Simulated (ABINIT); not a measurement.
# Fe (P6_3/mmc) in ABINIT: relaxation of cell and atoms with PBEsol

Aim: the relaxation of cell and atoms of Fe with PBEsol.

Program: ABINIT 10.8.3 (patched build). These are calculated values, not measurements. Logs are shortened: lines on timing, memory, paths and dates and some standing lists are left out, and cuts for length are marked. The log counts tension as positive stress, the text compression.

**1. Starting point**

The structure is hexagonal, space group P6_3/mmc (No. 194). Conventional cell: a = 2.434 Å, b = 2.434 Å, c = 3.842 Å, α = 90.00°, β = 90.00°, γ = 120.00°. Fe (site symmetry -6m2) has 12 Fe at 2.38 to 2.43 Å as nearest neighbours.

This isn't the form of Fe at room conditions, which is bcc.

**2. Relaxation of cell and atoms, PBEsol, collinear spin, ferromagnetic start**

run.abi reads:

```
# Pseudopotentials
pp_dirpath "./"
pseudos "Fe.GGA_PBE-JTH.xml"

# Structure
acell 2.4341575853 2.4341575853 3.84193447 Angstrom
rprim
     1.0000000000     0.0000000000     0.0000000000
    -0.5000000000     0.8660254038     0.0000000000
     0.0000000000     0.0000000000     1.0000000000
ntypat 1
znucl 26
natom 2
typat 1 1
xcart
     1.2170787928     0.7026807685     2.8814508525
    -0.0000000002     1.4053615372     0.9604836175 Angstrom
chkprim 0
chksymtnons 0
tolsym 1.0e-6

# Plane-wave basis
ecut 26.0
pawecutdg 48.0
pawxcdev 0
pawovlp -1

# k points
kptopt 1
ngkpt 10 10 6
nshiftk 1
shiftk 0.0 0.0 0.0

# Exchange and correlation
ixc -116133

# Bands and occupations
nband 22
occopt 3
tsmear 0.00183747

# Spin
nsppol 2
spinat
     0.0000000000     0.0000000000     3.0000000000
     0.0000000000     0.0000000000     3.0000000000

# SCF cycle
nstep 100
tolvrs 1.0e-9

# Output
iomode 3
prtwf 0
prtden 0
prteig 0
prtebands 0

# Relaxation
ionmov 22
ntime 60
tolmxf 5.0e-5
optcell 2
dilatmx 1.08
ecutsm 0.5
```

Potentials or basis: JTH PAW PBE v2.0.

Launch:

```
mpirun --bind-to none -np 4 abinit run.abi > log 2>&1
```

run.abo:

```text
.Version 10.8.3 of ABINIT
 Symmetries : space group P6_3/m m c (#194); Bravais hP (primitive hexag.)
================================================================================
 Values of the parameters that define the memory need of the present run
     intxc =       0    ionmov =      22      iscf =      17    lmnmax =      18
     lnmax =       6     mgfft =      36  mpssoang =       3    mqgrid =    3001
     natom =       2  nloc_mem =       2    nspden =       2   nspinor =       1
    nsppol =       2      nsym =      24    n1xccc =       1    ntypat =       1
    occopt =       3   xclevel =       2
       mpw =        1072          nfft =       20736          nkpt =          56
Pmy_natom=         1
 PAW method is used; the additional fine FFT grid is defined by:
   mgfftf=        50    nfftf =     51200
================================================================================
================================================================================

--------------------------------------------------------------------------------
------------- Echo of variables that govern the present computation ------------
--------------------------------------------------------------------------------
 -outvars: echo values of preprocessed input variables --------
            acell      4.5998911835E+00  4.5998911835E+00  7.2602039420E+00 Bohr
              amu      5.58470000E+01
          chkprim           0
      chksymtnons           0
          dilatmx      1.08000000E+00
             ecut      2.60000000E+01 Hartree
           ecutsm      5.00000000E-01 Hartree
           ionmov          22
                       outvar_i_n : Printing only first  50 k-points.
              ixc     -116133
                       outvar_i_n : Printing only first  50 k-points.
         kptrlatt       10    0    0      0   10    0      0    0    6
          kptrlen      4.35612237E+01
            natom           2
            nband          22
            ngfft          24      24      36
          ngfftdg          32      32      50
             nkpt          56
           nspden           2
           nsppol           2
            nstep         100
             nsym          24
            ntime          60
           ntypat           1
                       prtocc : prtvol=0, do not print more k-points.
                       1.000000  1.000000  1.000000  1.000000  1.000000  1.000000
                       1.000000  1.000000  1.000000  1.000000  1.000000  1.000000
                       1.000000  1.000000  1.000000  1.000000  0.000000  0.000000
                       0.000000  0.000000  0.000000  0.000000
                       1.000000  1.000000  1.000000  1.000000  1.000000  1.000000
                       1.000000  1.000000  1.000000  1.000000  1.000000  1.000000
                       1.000000  1.000000  1.000000  1.000000  0.000000  0.000000
                       0.000000  0.000000  0.000000  0.000000
                       1.000000  1.000000  1.000000  1.000000  1.000000  1.000000
                       1.000000  1.000000  1.000000  1.000000  1.000000  1.000000
                       1.000000  1.000000  1.000000  1.000000  0.000000  0.000000
[... 724 lines left out ...]
  -2.79410   -2.78815   -1.56375   -1.54045   -1.54045   -1.53632   -1.53632   -1.53603
   0.06509    0.21327    0.34021    0.34021    0.34609    0.35877    0.35877    0.37124
   0.37124    0.42037    0.43295    0.43295    0.74163    1.20543
      occupation numbers for kpt#   1
   1.00000    1.00000    1.00000    1.00000    1.00000    1.00000    1.00000    1.00000
   1.00000    1.00000    1.00000    1.00000    1.00000    1.00000    1.00000    1.00000
   1.00000    0.00024    0.00000    0.00000    0.00000    0.00000
 prteigrs : prtvol=0 or 1, do not print more k-points.

 Eigenvalues (hartree) for nkpt=  56  k points, SPIN DOWN:
 kpt#   1, nband= 22, wtk=  0.00167, kpt=  0.0000  0.0000  0.0000 (reduced coord)
  -2.79410   -2.78815   -1.56375   -1.54045   -1.54045   -1.53632   -1.53632   -1.53603
   0.06509    0.21327    0.34021    0.34021    0.34609    0.35877    0.35877    0.37124
   0.37124    0.42037    0.43295    0.43295    0.74163    1.20543
      occupation numbers for kpt#   1
   1.00000    1.00000    1.00000    1.00000    1.00000    1.00000    1.00000    1.00000
   1.00000    1.00000    1.00000    1.00000    1.00000    1.00000    1.00000    1.00000
   1.00000    0.00024    0.00000    0.00000    0.00000    0.00000
 prteigrs : prtvol=0 or 1, do not print more k-points.

--- !EnergyTerms
iteration_state     : {dtset: 1, itime: 4, icycle: 1, }
comment             : Components of total free energy in Hartree
kinetic             :  2.47671510702983E+01
hartree             :  4.23672652574874E+01
xc                  : -6.94930700744052E+00
Ewald energy        : -1.82680099491690E+02
psp_core            :  1.50096881065844E+01
local_psp           : -1.18521564187397E+02
PAW spherical_terms : -2.27126344127011E+01
internal            : -2.48719500664859E+02
'-kT*entropy'       : -8.70334367148302E-04
total_energy        : -2.48720370999226E+02
total_energy_eV     : -6.76802608250363E+03
...

--- !EnergyTermsDC
iteration_state     : {dtset: 1, itime: 4, icycle: 1, }
comment             : '"Double-counting" decomposition of free energy'
band_energy         : -2.48224739184479E+01
Ewald energy        : -1.82680099491690E+02
psp_core            :  1.50096881065844E+01
xc_dc               : -4.02255615270098E+01
PAW spherical_terms : -1.60010579126792E+01
internal            : -2.48719504743243E+02
'-kT*entropy'       : -8.70334367148302E-04
total_energy_dc     : -2.48720375077610E+02
total_energy_dc_eV  : -6.76802619348210E+03
...

--- !EnergyTermsWithPAWCore
iteration_state     : {dtset: 1, itime: 4, icycle: 1, }
comment             : 'Components of total free energy, including PAW core contributions'
Total energy        : -2.54324688980703E+03
Total energy DC     : -2.54324689388541E+03
Total energy (eV)   : -6.92052734374289E+04
Total energy DC (eV): -6.92052735484074E+04
...

 Cartesian components of stress tensor (hartree/bohr^3)
  sigma(1 1)= -3.16009909E-08  sigma(3 2)=  0.00000000E+00
  sigma(2 2)= -3.16050612E-08  sigma(3 1)=  0.00000000E+00
  sigma(3 3)=  4.76390545E-08  sigma(2 1)=  0.00000000E+00

-Cartesian components of stress tensor (GPa)         [Pressure=  1.5267E-04 GPa]
- sigma(1 1)= -9.29733251E-04  sigma(3 2)=  0.00000000E+00
- sigma(2 2)= -9.29853003E-04  sigma(3 1)=  0.00000000E+00
- sigma(3 3)=  1.40158937E-03  sigma(2 1)=  0.00000000E+00

== END DATASET(S) ==============================================================
================================================================================

 -outvars: echo values of variables after computation  --------
            acell      4.5976238305E+00  4.5976238306E+00  7.2392233888E+00 Bohr
           etotal     -2.4872037508E+02
            fcart     -1.1713203700E-28  6.7626213092E-29 -0.0000000000E+00
                       1.1713203700E-28 -6.7626213092E-29 -0.0000000000E+00
            rprim      1.0000000000E+00  0.0000000000E+00  0.0000000000E+00
                      -4.9999999999E-01  8.6602540379E-01  0.0000000000E+00
                       0.0000000000E+00  0.0000000000E+00  1.0000000000E+00
           strten     -3.1600990880E-08 -3.1605061165E-08  4.7639054465E-08
                       0.0000000000E+00  0.0000000000E+00  0.0000000000E+00
           xangst      1.2164788768E+00  7.0233440703E-01  2.8731240295E+00
                      -2.4987729549E-11  1.4046688141E+00  9.5770800984E-01
             xred      6.6666666665E-01  3.3333333333E-01  7.5000000000E-01
                       3.3333333332E-01  6.6666666666E-01  2.5000000000E-01
 Calculation completed.
```

It took 66 s on 4 MPI ranks of Intel Xeon 6975P-C (Granite Rapids), shared host; peak memory 0.52 GiB.

Results:

* Free energy: -6768.0262 eV
* Relaxed volume: 9.82 Å³/atom
* Relaxed cell: a = 2.433 Å, b = 2.433 Å, c = 3.831 Å, α = 90.00°, β = 90.00°, γ = 120.00°
* Space group after relaxing (to 0.05 Å): P6_3/mmc (No. 194)
* Energy gained by relaxing: 0.2 meV/atom
* Ionic steps: 4
* Pressure after relaxing: 0.0 GPa
* Band gap on the k mesh: none (metal or under the smearing width)
* Net moment: 0.00 μB per cell
* Valence electrons inside the program's atomic spheres: Fe 14.63 (radii [1.1194] Å)

The path:
```tsv
step	energy change (eV)	largest force (eV/Å)	pressure (GPa)	volume (Å³)
1	0.0000	0.0000	-1.26	19.71
2	-0.0004	0.0000	-0.01	19.64
3	-0.0004	0.0000	0.05	19.63
4	-0.0004	0.0000	0.00	19.64
```

Final structure:
```yaml
crystal:
  lattice:
    - [2.43296, 0.00000, 0.00000]
    - [-1.21648, 2.10700, 0.00000]
    - [0.00000, 0.00000, 3.83083]
  atoms:
    - { symbol: Fe, position: [0.66667, 0.33333, 0.75000] }
    - { symbol: Fe, position: [0.33333, 0.66667, 0.25000] }
```

Levels at points of the mesh, in eV from the Fermi level:
Spin up:
```tsv
k point	band 12	band 13	band 14	band 15	band 16	band 17	band 18	band 19	band 20	band 21
(0.00, 0.00, 0.00)	-1.76	-1.60	-1.26	-1.26	-0.92	-0.92	0.42	0.76	0.76	9.16
(0.50, 0.00, 0.00)	-2.26	-2.10	-1.62	-1.13	0.86	1.11	1.16	2.76	4.96	11.51
(0.00, 0.00, 0.50)	-2.21	-1.90	-1.90	-1.90	-1.90	0.35	0.35	0.35	0.35	17.53
(0.50, 0.00, 0.50)	-3.34	-0.71	-0.71	0.04	0.04	1.01	1.01	2.47	2.47	9.53
```
Spin down:
| k point | band 12 | band 13 | band 14 | band 15 | band 16 | band 17 | band 18 | band 19 | band 20 | band 21 |
| --- | --- | --- | --- | --- | --- | --- | --- | --- | --- | --- |
| (0.00, 0.00, 0.00) | -1.76 | -1.60 | -1.26 | -1.26 | -0.92 | -0.92 | 0.42 | 0.76 | 0.76 | 9.16 |
| (0.50, 0.00, 0.00) | -2.26 | -2.10 | -1.62 | -1.13 | 0.86 | 1.11 | 1.16 | 2.76 | 4.96 | 11.51 |
| (0.00, 0.00, 0.50) | -2.21 | -1.90 | -1.90 | -1.90 | -1.90 | 0.35 | 0.35 | 0.35 | 0.35 | 17.53 |
| (0.50, 0.00, 0.50) | -3.34 | -0.71 | -0.71 | 0.04 | 0.04 | 1.01 | 1.01 | 2.47 | 2.47 | 9.53 |

Caveat: the starting moments collapsed, and a magnetic state may lie lower; the PAW data sets were made with another functional, which shifts forces and pressure a little.
